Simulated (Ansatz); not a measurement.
Structure: rocksalt RbCl, at its r2SCAN minimum. It is cubic, Fm-3m (No. 225); a = 6.612 Å in the conventional setting, 36.13 Å³ an atom. Around Rb lie 6 Cl at 3.31 Å; around Cl lie 6 Rb at 3.31 Å.

```
Rb Cl
1.0
     0.00000    3.30581    3.30581
     3.30581    0.00000    3.30581
     3.30581    3.30581    0.00000
Rb Cl
1 1
Direct
  0.00000 0.00000 0.00000
  0.50000 0.50000 0.50000
```

4 runs of the PAW code Ansatz on this cell differ in the functional (and in the settings that go with it). Levels are in eV from each run's valence top; v1 is the last filled band, c1 the first empty one.

Run A, mean stress +0.3 GPa (compression positive):
```
point     v4     v3     v2     v1    c1     c2
    Γ  -8.42   0.00   0.00   0.00  6.99  10.16
    X  -8.52  -0.34  -0.11  -0.11  8.26  10.21
    U  -8.48  -0.42  -0.30  -0.23  9.01  10.80
    L  -8.39  -0.88  -0.35  -0.35  9.75  10.08
```

Run B, mean stress +0.3 GPa (compression positive):
```
point     v4     v3     v2     v1    c1     c2
    Γ  -8.41   0.00   0.00   0.00  6.25   9.39
    X  -8.51  -0.33  -0.11  -0.11  7.51   9.45
    U  -8.47  -0.41  -0.29  -0.23  8.25  10.03
    L  -8.38  -0.86  -0.34  -0.34  8.99   9.31
```

Run C, mean stress 0.0 GPa (compression positive):
```
point     v4     v3     v2     v1    c1    c2
    Γ  -8.19   0.00   0.00   0.00  5.56  8.59
    X  -8.28  -0.33  -0.10  -0.10  6.67  8.83
    U  -8.24  -0.39  -0.29  -0.21  7.41  9.17
    L  -8.16  -0.83  -0.32  -0.32  8.17  8.49
```

Run D, mean stress +0.6 GPa (compression positive):
```
point     v4     v3     v2     v1    c1    c2
    Γ  -8.00   0.00   0.00   0.00  4.96  7.98
    X  -8.10  -0.32  -0.10  -0.10  6.21  8.00
    U  -8.06  -0.39  -0.28  -0.22  6.94  8.66
    L  -7.98  -0.84  -0.32  -0.32  7.70  7.93
```

Question: Match the runs to PBE, r2SCAN, HSE06, PBE0.

Answer: A is PBE0, B is HSE06, C is r2SCAN, D is PBE. In order of the gap: PBE 4.96, r2SCAN 5.56, HSE06 6.25, PBE0 6.99 eV. The stress vanishes for r2SCAN, which relaxed the cell.

No spin polarisation and no zero-point or thermal motion.

The stress of a hybrid is loosely converged in these runs.

The meshes of the hybrids are coarse, so their gaps aren't converged to the digits shown.
